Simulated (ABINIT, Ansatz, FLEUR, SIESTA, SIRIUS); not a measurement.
**Zr: programs and potentials compared**

```
CELL_PARAMETERS angstrom
3.23200 0.00000 0.00000
-1.61600 2.79899 0.00000
0.00000 0.00000 5.14700
ATOMIC_POSITIONS crystal
Zr 0.66214 0.33864 0.74918
Zr 0.34713 0.68258 0.24458
```

Atoms were shifted at random by some hundredths of an Å from the given cell, which wasn't relaxed again for these runs.

Alike in all runs: task single point; functional PBEsol; k mesh 9 × 9 × 5; occupations fermi-dirac, width 0.05 eV; no spin polarisation; no spin-orbit coupling. Pressure is positive in compression and, in plane waves, holds the error of the finite cutoff.

| program and potentials | plane-wave cutoff (eV) | notes | pressure (GPa) | largest force (eV/Å) | energy over the undisturbed cell (meV/atom) |
| --- | --- | --- | --- | --- | --- |
| ABINIT, PseudoDojo NC SR PBEsol v0.4.1 standard | 898 | - | ? | ? | ? |
| SIESTA, files PseudoDojo sr-pbesol-0.4.1-standard, DZP (energy shift 0.003 Ry; two zetas on semicore shells) | - | atomic basis | -2.50 | 0.121 | 1.19 |
| SIRIUS, PseudoDojo 0.4.1 PBEsol standard (scalar relativistic) | 915 | - | -3.19 | 0.097 | - |
| FLEUR, all-electron, FLAPW | - | - | - | 0.097 | 0.98 |
| Ansatz, all-electron LAPW, scalar-relativistic | - | - | -3.25 | 0.097 | - |

Question: Estimate from the other rows what the run with ABINIT, PseudoDojo NC SR PBEsol v0.4.1 standard gave.

Answer: Pressure -3.20 GPa; largest force 0.097 eV/Å; energy over the undisturbed cell 0.98 meV/atom. The other rows, which needn't bracket it: pressure -3.25 to -2.50; largest force 0.097 to 0.121; energy over the undisturbed cell 0.98 to 1.19.
